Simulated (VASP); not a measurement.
A run of VASP 6.6.1 is set up as follows.

Contents of INCAR:

```
ALGO = Normal
DIPOL = 0.5 0.5 0.500
EDIFF = 1E-7
ENCUT = 520
GGA = PS
IDIPOL = 3
ISIF = 2
ISMEAR = 0
KPAR = 8
LASPH = T
LCHARG = T
LDIPOL = T
LREAL = F
LVACPOTAV = T
LVHAR = T
LWAVE = F
NELM = 100
PREC = Accurate
SIGMA = 0.05
```

The input KPOINTS:

```
k-points
0
Gamma
  8 6 1
```

POSCAR

```
AlN
1.0
    3.1130000000      0.0000000000      0.0000000000
    0.0000000000      4.9810000000      0.0000000000
    0.0000000000      0.0000000000     19.3783311067
Al N
12 12
Direct
    0.0000000001      0.0000000000      0.1290100776
    0.5000000000      0.5000000000      0.1753838180
    0.5000000001      0.0000000000      0.2681312986
    1.0000000000      0.5000000000      0.3145050389
    0.0000000001      0.0000000000      0.4072525194
    0.5000000000      0.5000000000      0.4536262597
    0.5000000001      0.0000000000      0.5463737403
    1.0000000000      0.5000000000      0.5927474806
    0.0000000001      0.0000000000      0.6854949611
    0.5000000000      0.5000000000      0.7318687014
    0.5000000001      0.0000000000      0.8246161820
    1.0000000000      0.5000000000      0.8709899224
    0.0000000001      0.3800000000      0.1290100776
    0.5000000000      0.8800000000      0.1753838180
    0.5000000001      0.3800000000      0.2681312986
    1.0000000000      0.8800000000      0.3145050389
    0.0000000001      0.3800000000      0.4072525194
    0.5000000000      0.8800000000      0.4536262597
    0.5000000001      0.3800000000      0.5463737403
    1.0000000000      0.8800000000      0.5927474806
    0.0000000001      0.3800000000      0.6854949611
    0.5000000000      0.8800000000      0.7318687014
    0.5000000001      0.3800000000      0.8246161820
    1.0000000000      0.8800000000      0.8709899224
```

Potentials or basis: VASP PAW PBE potentials, release 64 (Al, N).

Launch:

```console
$ cat potpaw_PBE.64/Al/POTCAR potpaw_PBE.64/N/POTCAR > POTCAR
$ mpirun -np 8 vasp_std > vasp.out
```

Problem. Estimate the largest force.

Solution. 2.516 eV/Å.

Problem. Predict the band gap on the k mesh.

Solution. 1.41 eV, indirect (least direct gap 1.43 eV).

Forces in eV/Å, atoms in the order of the input:
```
Al   0.000  1.725  1.832
Al   0.000 -1.217 -1.572
Al   0.000  0.325  0.203
Al   0.000 -0.301 -0.121
Al   0.000 -0.077  0.041
Al   0.000 -0.151 -0.025
Al   0.000 -0.151  0.025
Al   0.000 -0.077 -0.041
Al   0.000 -0.301  0.121
Al   0.000  0.325 -0.203
Al   0.000 -1.217  1.572
Al   0.000  1.725 -1.832
N    0.000 -0.713  0.370
N    0.000 -0.183 -1.170
N    0.000  0.220  0.486
N    0.000  0.109 -0.196
N    0.000  0.135  0.075
N    0.000  0.129 -0.044
N    0.000  0.129  0.044
N    0.000  0.135 -0.075
N    0.000  0.109  0.196
N    0.000  0.220 -0.486
N    0.000 -0.183  1.170
N    0.000 -0.713 -0.370
```

Caveat: the PAW data sets were made with another functional, which shifts forces and pressure a little.
